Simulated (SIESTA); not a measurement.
Crystal: InP.

```
In P
1.0
     0.00000    2.93050    2.93050
     2.93050    0.00000    2.93050
     2.93050    2.93050    0.00000
In P
1 1
Direct
  0.00000 0.00000 0.00000
  0.75000 0.75000 0.75000
```

Base run:

| Item | Value |
| --- | --- |
| Program | SIESTA 5.4.2 |
| Functional | vdW-DF-cx |
| Potentials or basis | PseudoDojo 0.4 standard (PBE files) |
| Basis | DZP (energy shift 0.003 Ry; two zetas on semicore shells) |
| Grid cutoff | 500 Ry |
| Energy shift | 0.003 Ry |
| k mesh | 8 × 8 × 8 |
| Occupations | fermi-dirac, width 0.05 eV |
| Spin | no spin polarisation |

Its results: band gap on the k mesh 0.76 eV, direct; pressure 1.9 GPa.

After a change of settings the same cell gave: band gap on the k mesh 0.77 eV, direct; pressure 7.1 GPa. Which change was it?
A. functional from vdW-DF-cx to LDA; potentials or basis from PseudoDojo 0.4 standard (PBE files) to PseudoDojo 0.4 standard (LDA files)
B. functional from vdW-DF-cx to AM05; potentials or basis from PseudoDojo 0.4 standard (PBE files) to PseudoDojo 0.4 standard (PBEsol files)
C. functional from vdW-DF-cx to BLYP
D. functional from vdW-DF-cx to PBEsol; potentials or basis from PseudoDojo 0.4 standard (PBE files) to PseudoDojo 0.4 standard (PBEsol files)

C.

Caveats: the potentials were made for another functional, which shifts forces and pressure; spin-orbit coupling is left out, which moves the levels of the heavy elements; the basis of atomic orbitals isn't converged, which shifts pressures, moduli and gaps.

Runs at the PBE level aren't shown here.
